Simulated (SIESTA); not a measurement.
Runs of SIESTA 5.4.2 on SnO2 (Cassiterite). It takes space group P4_2/mnm (No. 136, tetragonal). The conventional cell has a = 4.738 Å, b = 4.738 Å, c = 3.187 Å, α = 90.00°, β = 90.00°, γ = 90.00°. Around Sn (site symmetry mmm) lie 6 O at 2.05 to 2.06 Å. O (site symmetry m2m) is surrounded by 3 Sn at 2.05 to 2.06 Å. 

| level | potentials or basis | spin | k mesh | energy shift | gap on the mesh (eV) | pressure (GPa) | moment (μB) | largest force (eV/Å) |
| --- | --- | --- | --- | --- | --- | --- | --- | --- |
| PBE | PseudoDojo 0.4 standard (PBE files, fully relativistic), TZP (energy shift 0.003 Ry; two zetas on semicore shells) | non-collinear, zero start, SOC | 4 × 4 × 6 | 0.003 Ry | 1.07 | 16.1 | 0.00 | 0.26 |
| PBE | PseudoDojo 0.4 standard (PBE files), TZDP (energy shift 0.003 Ry; two zetas on semicore shells) | off | 6 × 6 × 8 | 0.003 Ry | (c) | 16.0 | - | 0.31 |
| vdW-DF-cx | PseudoDojo 0.4 standard (PBE files), DZP (energy shift 0.003 Ry; two zetas on semicore shells) | off | 6 × 6 × 8 | 0.003 Ry | (a) | 13.3 | - | 0.28 |
| PBE | PseudoDojo 0.4 standard (PBE files), TZP (energy shift 0.003 Ry; two zetas on semicore shells) | off | 6 × 6 × 8 | 0.003 Ry | 1.07 | 16.1 | - | 0.26 |
| PBE | PseudoDojo 0.4 standard (PBE files), DZ (energy shift 0.003 Ry; two zetas on semicore shells) | off | 6 × 6 × 8 | 0.003 Ry | 0.92 | 18.0 | - | 0.41 |
| PBE | SG15 1.2 (PBE files) or PseudoDojo by element, DZP (energy shift 0.003 Ry; two zetas on semicore shells) | off | 6 × 6 × 8 | 0.003 Ry | 0.97 | 19.7 | - | 0.33 |
| PBE | PseudoDojo 0.4 standard (PBE files), SZ (energy shift 0.01 Ry) | off | 6 × 6 × 8 | 0.01 Ry | 0.43 | 19.6 | - | (b) |
| PBE | PseudoDojo 0.4 standard (PBE files, fully relativistic), DZP (energy shift 0.003 Ry; two zetas on semicore shells) | non-collinear, zero start, SOC | 4 × 4 × 6 | 0.003 Ry | 1.02 | 17.8 | 0.00 | 0.29 |

Alike in all rows: task band structure; cell as given; smearing fermi-dirac 0.05 eV; grid cutoff 800 Ry.

**Question.** Estimate the missing entries.

**Answer.** (a) 0.96; (b) 0.49; (c) 1.11.

Caveats: the basis of atomic orbitals isn't converged, which shifts pressures, moduli and gaps; so large a pressure means that the cell lies far from this level's equilibrium, or that cutoff or potentials fall short (some runs); spin-orbit coupling is left out, which moves the levels of the heavy elements (some runs); the basis has no polarisation orbitals (some runs); the potentials were made for another functional, which shifts forces and pressure (some runs).

A k mesh can miss the band edges, and rows without SOC leave out spin-orbit coupling on Sn.
